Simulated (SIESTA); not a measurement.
**MgB2 in SIESTA: the effect of functional**

Crystal: MgB2.

```
CELL_PARAMETERS angstrom
3.08500 0.00000 0.00000
-1.54250 2.67169 0.00000
0.00000 0.00000 3.52300
ATOMIC_POSITIONS crystal
Mg 0.00000 0.00000 0.00000
B 0.66667 0.33333 0.50000
B 0.33333 0.66667 0.50000
```

Alike in all runs:

| Quantity | Value |
| --- | --- |
| Program | SIESTA 5.4.2 |
| Task | single point |
| Basis | DZP (energy shift 0.003 Ry; two zetas on semicore shells) |
| Grid cutoff | 800 Ry |
| Energy shift | 0.003 Ry |
| k mesh | 10 × 10 × 8 |
| Occupations | fermi-dirac, width 0.05 eV |
| Spin | no spin polarisation |

```csv
functional,potentials or basis,pressure (GPa)
LDA,PseudoDojo 0.4 standard (LDA files),-2.1
PBEsol,PseudoDojo 0.4 standard (PBEsol files),2.4
AM05,PseudoDojo 0.4 standard (PBEsol files),2.2
WC,PseudoDojo 0.4 standard (PBEsol files),2.8
PW91,PseudoDojo 0.4 standard (PBE files),4.2
revPBE,PseudoDojo 0.4 standard (PBE files),5.6
RPBE,PseudoDojo 0.4 standard (PBE files),5.9
BLYP,PseudoDojo 0.4 standard (PBE files),?
```

Task: What does the run with functional BLYP give?

Result: Pressure 7.2 GPa.

Caveats: the basis of atomic orbitals isn't converged, which shifts pressures, moduli and gaps; the potentials were made for another functional, which shifts forces and pressure (some runs).

Runs at the PBE level aren't shown here.
